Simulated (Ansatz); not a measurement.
# NiO: the cost of one run

Method: DFT, PBE, plane-wave PAW, default files, scalar-relativistic, in Ansatz 0.2.0.

**1. The structure to begin with**

The structure is cubic, space group Fm-3m (No. 225). Conventional cell: a = 4.190 Å, b = 4.190 Å, c = 4.190 Å, α = 90.00°, β = 90.00°, γ = 90.00°. Ni (site symmetry m-3m) is surrounded by 6 O at 2.10 Å. Around O (site symmetry m-3m) lie 6 Ni at 2.10 Å.

Structure file:

```
CELL_PARAMETERS angstrom
0.00000 2.09503 2.09503
2.09503 0.00000 2.09503
2.09503 2.09503 0.00000
ATOMIC_POSITIONS crystal
Ni 0.00000 0.00000 0.00000
O 0.50000 0.50000 0.50000
```

**2. Gradients at the starting positions**

input.yaml

```yaml
crystal:
  lattice:
    - [0.0, 2.09503, 2.09503]
    - [2.09503, 0.0, 2.09503]
    - [2.09503, 2.09503, 0.0]
  atoms:
    - { symbol: Ni, position: [0.0, 0.0, 0.0], spin: 2.0 }
    - { symbol: O, position: [0.5, 0.5, 0.5] }
magnetization:
  spin_polarized: true
kpoints:
  mp_grid: { grid: [12, 12, 12] }
scf:
  occupations: { method: fermi_dirac, width: 0.02 }
hamiltonian:
  xc: pbe
  pseudopotentials: { kind: paw }
output:
  forces: true
  stress: true
  populations: true
  efg:
    quadrupole_moments_barn: { Ni: 0.162, O: -0.02558 }
    contact_densities: true
  write_density: true
  write_potential: true
  elf: true
  volumetric_format: npy
```

On the command line:

```console
> ansatz run input.yaml --threads 1 --pin off --max-ram 3072MiB --backend cpu --events-out ev --progress --plain --runs-dir out
```

What time and memory should one allow on 1 thread of Intel Xeon Platinum 8259CL at 2.50GHz (Skylake/Cascade Lake), shared host?

About 9 s, with a peak of 0.43 GiB.
